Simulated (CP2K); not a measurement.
# InP under changes of volume

One of the cells (25.167 Å³/atom); the others are scaled copies at fixed shape and fractional positions:

```
In P
1.0
     4.14435    0.00000    0.00000
     2.07218    3.58911    0.00000
     2.07218    1.19637    3.38385
In P
1 1
Direct
  0.00000 0.00000 0.00000
  0.75000 0.75000 0.75000
```

| Quantity | Value |
| --- | --- |
| Program | CP2K 2026.2 |
| Functional | r2SCAN |
| Potentials or basis | POTENTIAL_UZH In GTH-SCAN-q13, P GTH-SCAN-q5; TZVP-MOLOPT-SCAN-GTH basis |
| Density cutoff | 9184 eV |
| k mesh | 8 × 8 × 8 |
| Occupations | fermi-dirac, width 0.05 eV |
| Spin | no spin polarisation |

| volume (Å³/atom) | energy over the lowest point (meV/atom) | pressure (GPa) | gap on the mesh (eV) |
| --- | --- | --- | --- |
| 23.657 | ? | ? | ? |
| 24.160 | 25.05 | 5.3 | 1.32 |
| 24.663 | 11.03 | 3.4 | 1.20 |
| 25.167 | 3.09 | 1.7 | 1.09 |
| 25.670 | 0.00 | 0.3 | 0.97 |
| 26.173 | 1.25 | -1.0 | 0.86 |
| 26.677 | 6.39 | -2.2 | 0.75 |

Problem. What does the run at 23.657 Å³/atom give?

Solution. Energy over the lowest point 44.62 meV/atom; pressure 7.2 GPa; gap on the mesh 1.44 eV.

Worked out: A Birch-Murnaghan fit of order 3 (a polynomial in V^(-2/3)) to the other rows has its minimum at 25.76 Å³/atom with B0 = V·E''(V) = 69 GPa and B' = 6.7. It gives 45.71 meV/atom at 23.657 Å³/atom, against the run's 44.62, and -dE/dV = 7.8 GPa, against 7.2. A straight line through the other rows of the gap, of slope -5.75 eV per unit of ln V (its deformation potential), extrapolates to 1.44 eV, against the run's 1.44.

Energies are extrapolated to zero smearing.

Caveats: spin-orbit coupling is left out, which moves the levels of the heavy elements; the basis of atomic orbitals isn't converged, which shifts pressures, moduli and gaps.
